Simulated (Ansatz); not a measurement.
Write the native input for Ansatz 0.2.0 that does the following.

| Quantity | Value |
| --- | --- |
| Task | phonons |
| Functional | PBEsol |
| Dispersion | D3(BJ)-ATM |
| Potentials or basis | Ansatz PAW |
| Cutoff | 420 eV (not typed: the program's choice for these potentials) |
| k mesh | 8 × 8 × 8 |
| Occupations | gaussian, width 0.01 eV |
| Spin | collinear spin, ferromagnetic start |
| Starting moments | [0.5, 0.0] μB |
| q mesh | 2 × 2 × 2 |
| Path | [["G", "X", "W", "K", "G", "L", "U", "W", "L", "K"], ["U", "X"]] |
| Points for each segment of the path | 8 |

The system is BAs.

```
CELL_PARAMETERS angstrom
0.00000 2.38850 2.38850
2.38850 0.00000 2.38850
2.38850 2.38850 0.00000
ATOMIC_POSITIONS crystal
As 0.75000 0.75000 0.75000
B 0.00000 0.00000 0.00000
```

The input as run:

input.yaml

```yaml
crystal:
  lattice:
    - [0.0, 2.3885, 2.3885]
    - [2.3885, 0.0, 2.3885]
    - [2.3885, 2.3885, 0.0]
  atoms:
    - { symbol: As, position: [0.75, 0.75, 0.75], spin: 0.5 }
    - { symbol: B, position: [0.0, 0.0, 0.0] }
hamiltonian:
  xc: pbesol
  pseudopotentials: { kind: paw, core: small }
  dispersion: d3bjatm
magnetization:
  spin_polarized: true
kpoints:
  mp_grid: { grid: [8, 8, 8] }
scf:
  occupations: { method: gaussian, width: 0.01 }
phonons:
  method: dfpt
  dielectric: true
  rigid_motions: translations
  qmesh: [2, 2, 2]
  temperatures: { t_max: 1000, t_step: 100 }
  qpath:
    path:
      - [[0.0, 0.0, 0.0], [0.5, 0.0, 0.5], [0.5, 0.25, 0.75], [0.375, 0.375, 0.75], [0.0, 0.0, 0.0], [0.5, 0.5, 0.5], [0.625, 0.25, 0.625], [0.5, 0.25, 0.75], [0.5, 0.5, 0.5], [0.375, 0.375, 0.75]]
      - [[0.625, 0.25, 0.625], [0.5, 0.0, 0.5]]
    npoints: 8
```

Potentials or basis: Ansatz PAW.

Run with:

```sh
$ ansatz run input.yaml --threads 1 --pin off --max-ram 2560MiB --backend cpu --events-out ev --progress --plain --runs-dir out
```

Results of the run:

| Quantity | Value |
| --- | --- |
| Band gap on the k mesh | 1.10 eV, indirect (least direct gap 3.24 eV) |
| Net moment | 0.00 μB per cell |
| Absolute moment | 0.00 μB per cell |
| Electronic dielectric tensor (diagonal) | 9.89 |
| Born charges (mean of the diagonal) | As +0.47; B -0.47 e |
| Highest phonon frequency, LO-TO splitting left out | 724 cm⁻¹ |
| Static dielectric tensor (diagonal) | 9.98 |

Caveat: the q mesh is small, so phonon branches between its points and thermal values are rough.

Run time: 98 s on 1 thread of Arm Neoverse V2, on a shared host, peak memory 0.66 GiB.
